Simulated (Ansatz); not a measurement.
Ta, space group Fm-3m, a calculation of the elastic constants

Program: the Ansatz DFT code, driven from Python.

Run as a notebook:

**Cell 1**
```python
from dataclasses import replace

import ansatz as az
import numpy as np
```

**Cell 2**
```python
lattice = az.Lattice.of(
    (0.0, 2.11, 2.11),
    (2.11, 0.0, 2.11),
    (2.11, 2.11, 0.0),
)
sites = [
    ('Ta', (0.0, 0.0, 0.0)),
]
crystal = az.Crystal(lattice=lattice)
for symbol, position in sites:
    crystal = crystal.atom(symbol, position)
```

**Cell 3**
```python
setup = (
    crystal.calculation()
    .occupations('Marzari-Vanderbilt')
    .functional('PBE')
    .basis(550)
    .scf(tolerance=1e-08)
    .kpoints(18, 18, 18)
)
# relax, then strain
rest = setup.relax(cell=True).run(threads=1).lattice
relaxed = az.Crystal(lattice=az.Lattice.of(rest.cell_ang))
for site in rest.sites:
    relaxed = relaxed.atom(site.symbol, site.position_frac)
setup = replace(setup, crystal=relaxed)
print('relaxed volume {:.3f} A^3'.format(abs(np.linalg.det(rest.cell_ang))))
result = setup.elastic('relaxed-ion').run(threads=1)
elastic = result.elastic

C = np.asarray(elastic.c_gpa)
for i in range(6):
    for j in range(i, 6):
        if abs(C[i, j]) > 0.05:
            print(f'C{i + 1}{j + 1} = {C[i, j]:.1f} GPa')
print('smallest eigenvalue of C:', round(elastic.stability.min_eigenvalue_gpa, 1), 'GPa; stable:', elastic.stability.stable)
# averaged moduli need a positive definite tensor
if elastic.stability.min_eigenvalue_gpa > 0:
    m = elastic.moduli
    anisotropy = 5 * m.g_voigt_gpa / m.g_reuss_gpa + m.k_voigt_gpa / m.k_reuss_gpa - 6
    print(f'Voigt K {m.k_voigt_gpa:.1f} G {m.g_voigt_gpa:.1f}; Reuss K {m.k_reuss_gpa:.1f} G {m.g_reuss_gpa:.1f}; universal anisotropy index {anisotropy:.3f}')
```
Output:
```text
DeckWarning: relax.cell: scf.convergence.dr2_threshold = 1e-8 eV is looser than the 1e-10 eV advised for a relaxation that steers and ends on the stress (1e-10 eV for each atom of the cell: 1). What [...]
relaxed volume 18.828 A^3
DeckWarning: elastic: scf.convergence.dr2_threshold = 1e-8 eV (typed) is looser than the 1e-10 eV advised at elastic.amplitude = 2e-3. Elastic constants divide stress differences by the amplitude, so [...]
C11 = 96.7 GPa
C12 = 237.0 GPa
C13 = 237.0 GPa
C22 = 96.7 GPa
C23 = 237.0 GPa
C33 = 96.7 GPa
C44 = 54.0 GPa
C55 = 54.0 GPa
C66 = 54.0 GPa
smallest eigenvalue of C: -140.3 GPa; stable: False
```

Notes:
- Spin-orbit coupling, which matters for elements this heavy, is left out.
- This isn't the structure that Ta takes at ambient conditions.
- Warnings are shown shortened and without file and line.
- Shear constants of a metal converge slowly with the k-point mesh and can be wrong in sign on a coarse one; the constants belong to the cell that was strained.
- Run time: 74 s on 1 thread of Arm Neoverse V1, on a shared host, peak memory 0.63 GiB.

(A comment or docstring line of the script was reworded after the run, the code is as it ran.)
